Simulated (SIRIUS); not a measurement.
Runs of SIRIUS 7.10.0 on C. Symmetry: P4/mmm, No. 123, tetragonal system. The conventional cell has a = 4.255 Å, b = 4.255 Å, c = 1.282 Å, α = 90.00°, β = 90.00°, γ = 90.00°. C (site symmetry 4/mmm) is surrounded by 2 C at 1.28 Å. The cell was built by a generator and needn't be a form met in nature.

```csv
level,libxc names,gap on the mesh (eV),pressure (GPa)
EV93PW91,"["XC_GGA_X_EV93", "XC_GGA_C_PW91"]",none,0.9
HCTH407,["XC_GGA_XC_HCTH_407"],none,(b)
revPBE,"["XC_GGA_X_PBE_R", "XC_GGA_C_PBE"]",none,0.2
PBEint,"["XC_GGA_X_PBEINT", "XC_GGA_C_PBEINT"]",none,(a)
BLYP,"["XC_GGA_X_B88", "XC_GGA_C_LYP"]",none,1.2
```

Alike in all rows: task single point; potentials or basis PseudoDojo 0.4.1 PBE standard (scalar relativistic); no spin polarisation; cell as given; k mesh 6 × 6 × 20; cutoff (eV) 1127; smearing fermi-dirac 0.05 eV.

**Question.** Estimate the missing entries.

**Answer.** (a) -0.1; (b) -2.7.

Caveats: the potentials were made for another functional, which shifts forces and pressure; the potentials were made for a functional far from this one (some runs).

A gap of «none» marks a metal or a gap under the smearing width.

Runs at the PBE level aren't shown here.
